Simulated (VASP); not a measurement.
Runs of VASP 6.6.1 on Sn. Symmetry: Fd-3m, No. 227, cubic system. The conventional cell has a = 6.467 Å, b = 6.467 Å, c = 6.467 Å, α = 90.00°, β = 90.00°, γ = 90.00°. Around Sn (site symmetry -43m) lie 4 Sn at 2.80 Å. This isn't the form of Sn at room conditions, which is tetragonal (white tin).

```csv
task,level,cell,cutoff (eV),smearing,gap on the mesh (eV),pressure (GPa),relaxed volume (Å³/atom)
single point,PBE,as given,520,gaussian 0.013 eV,none,3.8,-
relaxation of cell and atoms,rev-vdW-DF2,relaxed,600,fermi-dirac 0.05 eV,none,0.0,36.07
relaxation of cell and atoms,vdW-DF,relaxed,600,fermi-dirac 0.05 eV,none,0.0,38.84
relaxation of cell and atoms,vdW-DF2,relaxed,600,fermi-dirac 0.05 eV,none,0.0,40.72
relaxation of cell and atoms,vdW-DF-cx,relaxed,600,fermi-dirac 0.05 eV,none,0.0,35.19
relaxation of cell and atoms,BEEF-vdW,relaxed,600,fermi-dirac 0.05 eV,none,0.0,(a)
relaxation of cell and atoms,optB88-vdW,relaxed,600,fermi-dirac 0.05 eV,none,0.0,36.52
relaxation of cell and atoms,optPBE-vdW,relaxed,600,fermi-dirac 0.05 eV,none,0.1,(b)
```

Alike in all rows: potentials or basis VASP PAW PBE potentials, release 64 (Sn_d); no spin polarisation; k mesh 7 × 7 × 7.

Task: Estimate the missing entries.

Result: (a) 37.93; (b) 37.24.

Caveats: the PAW data sets were made with another functional, which shifts forces and pressure a little (some runs); the volume moved by +15 % from the deposited cell, more than functionals usually miss (some runs); the volume moved by over 15 % at a fixed basis, so the end points are rough (some runs); the volume moved by +20 % from the deposited cell, more than functionals usually miss (some runs); the volume moved by +12 % from the deposited cell, more than functionals usually miss (some runs); the volume moved by +10 % from the deposited cell, more than functionals usually miss (some runs).

A k mesh can miss the band edges, and the runs leave out spin-orbit coupling on Sn.

A gap of «none» marks a metal or a gap under the smearing width.
